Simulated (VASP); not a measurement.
# BaTiO3 (P4mm) in VASP: a series of runs, part 2 of 2

VASP 6.6.1. Earlier steps stand in the parts before.

### 4 Relaxation of cell and atoms, PBEsol

INCAR

```
PREC     = Accurate       # precision mode
ENCUT    = 600            # plane-wave cutoff, eV
EDIFF    = 1E-6           # SCF threshold, eV
ISMEAR   = 0              # smearing method
SIGMA    = 0.03           # smearing width, eV
LREAL    = F              # projectors in reciprocal space
LASPH    = T              # aspherical terms in the spheres
NELM     = 80             # most SCF steps
ALGO     = Normal         # electronic algorithm
ISIF     = 3              # what is computed and relaxed
LWAVE    = F              # write WAVECAR
LCHARG   = F              # write CHGCAR
GGA      = PS             # functional
IBRION   = 2              # ionic algorithm
NSW      = 90             # ionic steps
EDIFFG   = -0.01          # ionic threshold
KPAR     = 2
```

KPOINTS

```
regular mesh
0
Gamma
  8 8 8
```

POSCAR

```
BaTiO3
1.0
    3.9998000000      0.0000000000      0.0000000000
    0.0000000000      3.9998000000      0.0000000000
    0.0000000000      0.0000000000      4.0180000000
Ba Ti O
1 1 3
Direct
    0.0000000000      0.0000000000      0.0000000000
    0.5000000000      0.5000000000      0.4900000000
    0.5000000000      0.5000000000      0.0190000000
    0.5000000000      0.0000000000      0.5170000000
    0.0000000000      0.5000000000      0.5170000000
```

The run is started by

```
> cat potpaw_PBE.64/Ba_sv/POTCAR potpaw_PBE.64/Ti_sv/POTCAR potpaw_PBE.64/O/POTCAR > POTCAR
> mpirun -np 2 vasp_std > vasp.out
```

It took 5.3 min on 2 MPI ranks of Intel Xeon Platinum 8488C (Sapphire Rapids), shared host; peak memory 0.29 GiB.

The run converged. Its results:

```
Free energy                            : -42.0083 eV
Relaxed volume                         : 12.79 Å³/atom
Relaxed cell                           : a = 3.966 Å, b = 3.966 Å, c = 4.066 Å, α = 90.00°, β = 90.00°, γ = 90.00°
Space group after relaxing (to 0.05 Å) : P4mm (No. 99)
Energy gained by relaxing              : 3.0 meV/atom
Ionic steps                            : 13
Pressure after relaxing                : 0.0 GPa
Largest force after relaxing           : 0.006 eV/Å
Band gap on the k mesh                 : 1.76 eV, indirect (least direct gap 2.19 eV)
```

Forces in eV/Å, atoms in the order of the input:
```
Ba   0.000  0.000 -0.004
Ti   0.000  0.000 -0.006
O    0.000  0.000  0.005
O    0.000  0.000  0.002
O    0.000  0.000  0.002
```

Stress tensor (GPa, compression positive):
```
 0.05  0.00  0.00
 0.00  0.05  0.00
 0.00  0.00 -0.05
```

The path:
```tsv
step	energy change (eV)	largest force (eV/Å)	pressure (GPa)	volume (Å³)
1	0.0000	0.3270	-2.15	64.28
2	-0.0031	0.0389	2.65	62.69
3	-0.0086	0.1429	0.46	63.38
4	-0.0112	0.0847	0.32	63.51
5	-0.0125	0.0977	0.08	63.79
6	-0.0127	0.0942	0.10	63.71
7	-0.0137	0.0544	-0.07	63.84
8	-0.0141	0.0693	-0.37	64.05
9	-0.0145	0.0625	0.06	63.93
10	-0.0145	0.0629	0.08	63.93
11	-0.0147	0.0363	0.05	63.95
12	-0.0148	0.0297	0.01	63.96
13	-0.0149	0.0058	0.02	63.97
```

Final structure:
```
Ba Ti O
1.0
     3.96645    0.00000    0.00000
     0.00000    3.96645    0.00000
     0.00000    0.00000    4.06626
Ba Ti O
1 1 3
Direct
  0.00000 0.00000 0.99865
  0.50000 0.50000 0.48200
  0.50000 0.50000 0.02903
  0.50000 0.00000 0.51666
  0.00000 0.50000 0.51666
```

Levels at points of the mesh, in eV from the valence-band top:
```csv
k point,band 17,band 18,band 19,band 20,band 21,band 22,band 23,band 24
"(0.00, 0.00, 0.00)",-1.27,-0.54,-0.43,-0.43,1.76,2.16,2.16,4.15
"(0.50, 0.00, 0.00)",-1.96,-1.77,-1.23,-1.05,2.28,3.56,3.63,4.18
"(0.50, 0.50, 0.00)",-1.89,-1.05,-1.05,-0.08,3.66,3.66,4.02,4.59
"(0.00, 0.00, 0.50)",-2.07,-2.07,-0.74,-0.74,1.92,3.56,3.56,4.14
"(0.50, 0.00, 0.50)",-1.80,-1.02,-0.98,-0.33,3.58,3.60,3.92,4.97
"(0.50, 0.50, 0.50)",-2.53,-0.24,-0.24,0.00,4.20,4.20,4.25,6.33
```

Caveat: the PAW data sets were made with another functional, which shifts forces and pressure a little; spin-orbit coupling is left out, which moves the levels of the heavy elements.

### 5 Relaxation of cell and atoms, PBEsol

This run uses another cell than the first one, of 12.79 Å³/atom, 0.995 times its volume.

Edit INCAR of step 4 so:

```diff
@@ -2,3 +2,3 @@
 ENCUT    = 600            # plane-wave cutoff, eV
-EDIFF    = 1E-6           # SCF threshold, eV
+EDIFF    = 1E-7           # SCF threshold, eV
 ISMEAR   = 0              # smearing method
@@ -15,3 +15,3 @@
 NSW      = 90             # ionic steps
-EDIFFG   = -0.01          # ionic threshold
+EDIFFG   = -0.005         # ionic threshold
 KPAR     = 2
```

KPOINTS is that of step 4.

POSCAR

```
BaTiO3                                  
1.0
    3.9664534134      0.0000000000      0.0000000000
    0.0000000000      3.9664534134     -0.0000000000
    0.0000000000     -0.0000000000      4.0662622655
  Ba              Ti              O             
     1     1     3
Direct
     0.0000000000000000    0.0000000000000000    0.9986466701000166
     0.5000000000000000    0.5000000000000000    0.4820003778330460
     0.5000000000000000    0.5000000000000000    0.0290292087558446
     0.5000000000000000    0.0000000000000000    0.5166618716555496
     0.0000000000000000    0.5000000000000000    0.5166618716555496
```

The run is started by

```
> cat potpaw_PBE.64/Ba_sv/POTCAR potpaw_PBE.64/Ti_sv/POTCAR potpaw_PBE.64/O/POTCAR > POTCAR
> mpirun -np 2 vasp_std > vasp.out
```

It took 82 s on 2 MPI ranks of Intel Xeon Platinum 8488C (Sapphire Rapids), shared host; peak memory 0.28 GiB.

The run converged. Its results:

| Item | Value |
| --- | --- |
| Free energy | -42.0078 eV |
| Relaxed volume | 12.80 Å³/atom |
| Relaxed cell | a = 3.967 Å, b = 3.967 Å, c = 4.066 Å, α = 90.00°, β = 90.00°, γ = 90.00° |
| Space group after relaxing (to 0.05 Å) | P4mm (No. 99) |
| Energy gained by relaxing | 0.0 meV/atom |
| Ionic steps | 2 |
| Pressure after relaxing | 0.0 GPa |
| Largest force after relaxing | 0.003 eV/Å |
| Band gap on the k mesh | 1.76 eV, indirect (least direct gap 2.19 eV) |

Forces in eV/Å, atoms in the order of the input:
```
Ba   0.000  0.000 -0.003
Ti   0.000  0.000  0.001
O    0.000  0.000 -0.001
O    0.000  0.000  0.002
O    0.000  0.000  0.002
```

Final structure:
```
Ba Ti O
1.0
     3.96714    0.00000    0.00000
     0.00000    3.96714    0.00000
     0.00000    0.00000    4.06567
Ba Ti O
1 1 3
Direct
  0.00000 0.00000 0.99860
  0.50000 0.50000 0.48193
  0.50000 0.50000 0.02910
  0.50000 0.00000 0.51669
  0.00000 0.50000 0.51669
```

Levels at points of the mesh, in eV from the valence-band top:
```
           k point  band 18  band 19  band 20  band 21  band 22  band 23
(0.00, 0.00, 0.00)    -0.54    -0.43    -0.43     1.76     2.16     2.16
(0.50, 0.00, 0.00)    -1.77    -1.23    -1.05     2.29     3.56     3.63
(0.50, 0.50, 0.00)    -1.05    -1.05    -0.08     3.66     3.66     4.02
(0.00, 0.00, 0.50)    -2.07    -0.74    -0.74     1.92     3.57     3.57
(0.50, 0.00, 0.50)    -1.02    -0.98    -0.33     3.58     3.60     3.93
(0.50, 0.50, 0.50)    -0.24    -0.24     0.00     4.20     4.20     4.25
```

Caveat: the PAW data sets were made with another functional, which shifts forces and pressure a little; spin-orbit coupling is left out, which moves the levels of the heavy elements.
